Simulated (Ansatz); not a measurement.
CdGeAs2:

```
Cd As Ge
1.0
    -2.98887    2.98887    5.66430
     2.98887   -2.98887    5.66430
     2.98887    2.98887   -5.66430
Cd As Ge
2 4 2
Direct
  0.50000 0.50000 0.00000
  0.25000 0.75000 0.50000
  0.09622 0.12500 0.47122
  0.37500 0.90378 0.02878
  0.65378 0.62500 0.52878
  0.87500 0.34622 0.97122
  0.75000 0.25000 0.50000
  0.00000 0.00000 0.00000
```

The cell is a database's computed one.

Base run:

| Property | Result |
| --- | --- |
| Program | Ansatz 0.2.0 |
| Functional | PBE |
| Potentials or basis | Ansatz PAW |
| Cutoff | 420 eV |
| Density cutoff | 1680 eV |
| k mesh | 6 × 6 × 6 |
| Occupations | fermi-dirac, width 0.05 eV |
| Spin | no spin polarisation |

Its results: band gap on the k mesh 0.19 eV, indirect (least direct gap 0.21 eV); pressure 2.2 GPa; largest force 0.143 eV/Å.

Problem. The run is repeated on the same cell with these changes: functional from PBE to r2SCAN; cutoff from 420 eV to 500 eV; density cutoff from 1680 eV to 2000 eV. What comes out?

Solution. Band gap on the k mesh 0.10 eV, direct; pressure -0.1 GPa; largest force 0.009 eV/Å.

Caveats: the k mesh misses the band edges, so the gap on the mesh is wider than the one along the path (some runs); the PAW data sets come from PBE, with cores solved anew for the run's functional, which leaves a small shift of forces and pressure (some runs).

Not every run made on this cell is shown here.
